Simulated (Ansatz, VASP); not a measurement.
# One calculation of GaP, two programs

```xyz
2
Lattice="0.0000 2.5805 2.5805 2.5805 0.0000 2.5805 2.5805 2.5805 0.0000" Properties=species:S:1:pos:R:3 pbc="T T T"
Ga    0.0000    0.0000    0.0000
P     2.5805    2.5805    2.5805
```

Alike in both runs: functional PBE; k mesh 12 × 12 × 12; occupations fermi-dirac, width 0.05 eV; no spin polarisation.

Ansatz relaxed the structure, and its values are those at the end. VASP's run is a single point on that final structure, the one shown.

|  | VASP | Ansatz |
| --- | --- | --- |
| version | VASP 6.6.1 | Ansatz 0.2.0 |
| potentials or method | VASP PAW PBE potentials, release 64 (Ga_d, P) | PAW with Ansatz's default frozen-core files, scalar-relativistic |
| plane-wave cutoff (eV) | 520 | 420 |
| valence electrons in the cell | 18 | 18 |

Ansatz gave:

| Quantity | Value |
| --- | --- |
| pressure (GPa) | 0.0 |

Estimate VASP's values.

pressure (GPa): 0.1.
